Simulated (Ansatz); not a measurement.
# Mo16S: the cost of one run

Program: Ansatz 0.2.0. Level of theory: DFT PBE, scalar-relativistic, plane waves, PAW. These are calculated values, not measurements.

The COD entry's cell or inner coordinates are ideal or old and differ from later refinements, so a difference from it is no clean test against experiment.

4 further runs of the same task are left out: 4 set aside as unsound or not needed.

## (1) Starting point

The structure is tetragonal, space group P4mm (No. 99). Conventional cell: a = 6.321 Å, b = 6.321 Å, c = 20.088 Å, α = 90.00°, β = 90.00°, γ = 90.00°. Mo (site symmetry m) is surrounded by 4 Mo at 2.74 Å. Mo (site symmetry 4mm) is surrounded by 9 Mo at 2.74 to 3.01 Å. Mo (site symmetry 2mm) has 9 Mo at 2.74 to 3.01 Å as nearest neighbours. Mo (site symmetry m) is surrounded by 8 Mo at 2.63 to 2.77 Å. Mo (site symmetry 4mm) has 1 S at 2.60 Å and 4 Mo at 2.63 Å as nearest neighbours. Around Mo (site symmetry 2mm) lie 5 Mo at 2.63 to 3.01 Å. Mo (site symmetry 4mm) has 5 Mo at 2.63 to 3.01 Å as nearest neighbours. Only part of the 9 independent sites is listed.

As a file:

```xyz
17
Lattice="6.3209 0.0000 0.0000 0.0000 6.3209 0.0000 0.0000 0.0000 20.0884" Properties=species:S:1:pos:R:3 pbc="T T T"
Mo    1.5802    1.5802    4.0000
Mo    1.5802    4.7407    4.0000
Mo    4.7407    1.5802    4.0000
Mo    4.7407    4.7407    4.0000
Mo    0.0000    0.0000    5.5802
Mo    0.0000    3.1605    5.5802
Mo    3.1605    0.0000    5.5802
Mo    3.1605    3.1605    5.5802
Mo    1.5802    1.5802    7.2112
Mo    1.5802    4.7407    7.2112
Mo    4.7407    1.5802    7.2112
Mo    4.7407    4.7407    7.2112
Mo    0.0000    0.0000    8.5884
Mo    0.0000    3.1605    8.5884
Mo    3.1605    0.0000    8.5884
Mo    3.1605    3.1605    8.5884
S     0.0000    0.0000   11.1884
```

This is the geometry of the first run shown, built on a cell relaxed beforehand with the same method.

## (2) What is varied

Atoms count from 1 in the order of the input.

S is moved over the surface cell; relaxed at each place: the height of the adsorbate's atoms; substrate rigid; the origin of the map has the adsorbate above Mo13.

First coordinate, position of S17 along the first surface vector, from above Mo13: 8 values from 0.000 to 0.875, periodic. Second coordinate, position of S17 along the second surface vector, from above Mo13: 8 values from 0.000 to 0.875, periodic.

Relaxed at each point: the height of the adsorbate's atoms; substrate rigid. Points are written as (first, second).

The two vectors of the plane (Å): (3.160, 0.000, 0.000); (0.000, 3.160, 0.000).

## (3) The run at (0/8, 0/8) of the map's two axes

Input file input.yaml:

```yaml
crystal:
  lattice:
    - [6.320935748, 0.0, 0.0]
    - [0.0, 6.320935748, 0.0]
    - [0.0, 0.0, 20.0883894757]
  atoms:
    - { symbol: Mo, position: [0.25, 0.25, 0.1991199944] }
    - { symbol: Mo, position: [0.25, 0.75, 0.1991199944] }
    - { symbol: Mo, position: [0.75, 0.25, 0.1991199944] }
    - { symbol: Mo, position: [0.75, 0.75, 0.1991199944] }
    - { symbol: Mo, position: [0.0, 0.0, 0.2777840375] }
    - { symbol: Mo, position: [0.0, 0.5, 0.2777840375] }
    - { symbol: Mo, position: [0.5, 0.0, 0.2777840375] }
    - { symbol: Mo, position: [0.5, 0.5, 0.2777840375] }
    - { symbol: Mo, position: [0.25, 0.25, 0.3589730511] }
    - { symbol: Mo, position: [0.25, 0.75, 0.3589730511] }
    - { symbol: Mo, position: [0.75, 0.25, 0.3589730511] }
    - { symbol: Mo, position: [0.75, 0.75, 0.3589730511] }
    - { symbol: Mo, position: [0.0, 0.0, 0.4275300161] }
    - { symbol: Mo, position: [0.0, 0.5, 0.4275300161] }
    - { symbol: Mo, position: [0.5, 0.0, 0.4275300161] }
    - { symbol: Mo, position: [0.5, 0.5, 0.4275300161] }
    - { symbol: S, position: [0.0, 0.0, 0.5569580124] }
basis:
  ecutwfc: 420
kpoints:
  mp_grid: { grid: [4, 4, 1] }
hamiltonian:
  xc: pbe
  pseudopotentials: { kind: paw, azcp: { folder: soft_1 } }
scf:
  occupations: { method: gaussian, width: 0.1 }
output:
  forces: true
  eigenvalues: true
relax:
  adjacent_minimum: "off"
  f_tol: 0.025
  max_steps: 16
  constraints:
    - { sites: [0, 1, 2, 3, 4, 5, 6, 7, 8, 9, 10, 11, 12, 13, 14, 15] }
    - { sites: [16], fix: xy }
efield:
  axis: 3
  dipole_correction: true
  ramp_width: 0.04
```

Run with:

```console
ansatz run input.yaml --threads 4 --pin off --max-ram 12288MiB --backend cpu --events-out ev --progress --plain --runs-dir out
```

What time and memory should one allow on 4 threads of Arm Neoverse V2, shared host?

About 82 s, with a peak of 2.1 GiB.
